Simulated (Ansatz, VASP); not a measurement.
Ge in VASP and in Ansatz

File INCAR:

```
ALGO = Normal
EDIFF = 1E-6
EDIFFG = -0.005
ENCUT = 600
GGA = PE
IBRION = 2
ISIF = 3
ISMEAR = 0
LASPH = True
LCHARG = False
LREAL = False
LWAVE = False
NELM = 100
NSW = 80
PREC = Accurate
SIGMA = 0.01
```

Contents of KPOINTS:

```
k-points
0
Gamma
  10 10 10
```

Contents of POSCAR:

```
Ge
1.0
    0.0000000000      2.8300000000      2.8300000000
    2.8300000000      0.0000000000      2.8300000000
    2.8300000000      2.8300000000      0.0000000000
Ge
2
Direct
    0.0000000000      0.0000000000      0.0000000000
    0.2500000000      0.2500000000      0.2500000000
```

Input for Ansatz:

```yaml
crystal:
  lattice:
    - [0.0, 2.83, 2.83]
    - [2.83, 0.0, 2.83]
    - [2.83, 2.83, 0.0]
  atoms:
    - { symbol: Ge, position: [0.0, 0.0, 0.0] }
    - { symbol: Ge, position: [0.25, 0.25, 0.25] }
scf:
  occupations: { method: gaussian, width: 0.01 }
output:
  forces: true
  stress: true
  eigenvalues: true
  write_density: true
  write_potential: true
  elf: true
  volumetric_format: npy
hamiltonian:
  xc: pbe
kpoints:
  mp_grid: { grid: [10, 10, 10] }
relax:
  f_tol: 0.005
  cell: { stress_tol: 0.02 }
```

Alike in both runs: task relaxation of cell and atoms; functional PBE; k mesh 10 × 10 × 10; occupations gaussian, width 0.01 eV; no spin polarisation.

|  | VASP | Ansatz |
| --- | --- | --- |
| version | VASP 6.6.1 | Ansatz 0.2.0 |
| potentials or method | VASP PAW PBE potentials, release 64 (Ge_d) | scalar-relativistic, plane waves, PAW |
| plane-wave cutoff (eV) | 600 | 420 |
| valence electrons in the cell | 28 | 28 |

|  | VASP | Ansatz | Ansatz less VASP |
| --- | --- | --- | --- |
| gap on the k mesh at the Fermi level, each at its own relaxed structure (eV) | none | none | - |
| relaxed volume (Å³/atom) | 23.84 | 23.89 | +0.047 |
| relaxed cell length with the largest relative difference (Å) | 4.070 | 4.073 | +0.0027 |
| energy change over the relaxation (meV/atom) | -13 | -13 | -0.2 |

A gap of «none» marks a metal or a gap that the smearing closes.
